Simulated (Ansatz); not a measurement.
One crystal and one scan (scan of one atom of the cell) at two levels, r2SCAN (plane waves to 500 eV, PAW, scalar-relativistic; Ansatz, an electronic-structure program) and PBE (plane waves to 420 eV, PAW, scalar-relativistic; Ansatz), each from its own relaxed cell and on its own mesh. The cell shown is that of r2SCAN.

Starting cell, CsCl (CsCl type):

```xyz
2
Lattice="4.1403 0.0000 0.0000 0.0000 4.1403 0.0000 0.0000 0.0000 4.1403" Properties=species:S:1:pos:R:3 pbc="T T T"
Cs     0.0000     0.0000     0.0000
Cl     2.0702     2.0702     2.0702
```

In each cell atom 1 (Cs, nearest neighbour Cl at 3.586 Å; its periodic images, 4.1 Å or more away, move with it) moves by s·(0.000, 0.000, 1.000) (along Cartesian z), the rest being held.

Energies are smeared free energies. CsCl was relaxed with its symmetry unable to fall. Percentages come from the unrounded values. Both scans cover s from -0.360 to 0.360 Å.

Results of r2SCAN:

| Item | Value |
|---|---|
| Lattice constant a (Å) | 4.140 |
| Energy at s = 0.360 Å (meV/cell) | 61.0 |
| Force along the line at s = -0.360 Å (eV/Å) | 0.345 |
| Force constant k = d²E/ds² at s = 0 (finite differences) (eV/Å²) | 0.92 |
| Zone-centre optical wavenumber from k (transverse: no LO-TO term) (cm⁻¹) | 94 |
| Symmetry of the curve | even: the same for both signs |
| Shape of the curve | a single well with its minimum at or next to zero displacement |

### Question
Estimate the PBE values.

### Answer
```json
[
 {"quantity": "Lattice constant a (Å)", "PBE": "4.205", "r2SCAN − PBE": "-0.065 (-1.5 %)"},
 {"quantity": "Energy at s = 0.360 Å (meV/cell)", "PBE": "38.0", "r2SCAN − PBE": "+23.0 (+61 %)"},
 {"quantity": "Force along the line at s = -0.360 Å (eV/Å)", "PBE": "0.218", "r2SCAN − PBE": "+0.127 (+58 %)"},
 {"quantity": "Force constant k = d²E/ds² at s = 0 (finite differences) (eV/Å²)", "PBE": "0.56", "r2SCAN − PBE": "+0.36 (+62 %)"},
 {"quantity": "Zone-centre optical wavenumber from k (transverse: no LO-TO term) (cm⁻¹)", "PBE": "74", "r2SCAN − PBE": "+20 (+27 %)"}
]
```

r2SCAN gives the higher value for: energy at s = 0.360 Å; force along the line at s = -0.360 Å; force constant k = d²E/ds² at s = 0; zone-centre optical wavenumber from k. r2SCAN gives the lower value for: lattice constant a. Both give the same symmetry of the curve: even: the same for both signs. Neither level is exact: the differences show how much the result hangs on the functional.

(A displaced cell: forces are minus the slopes of the energy, force constants its curvatures, and phonons follow from these.)
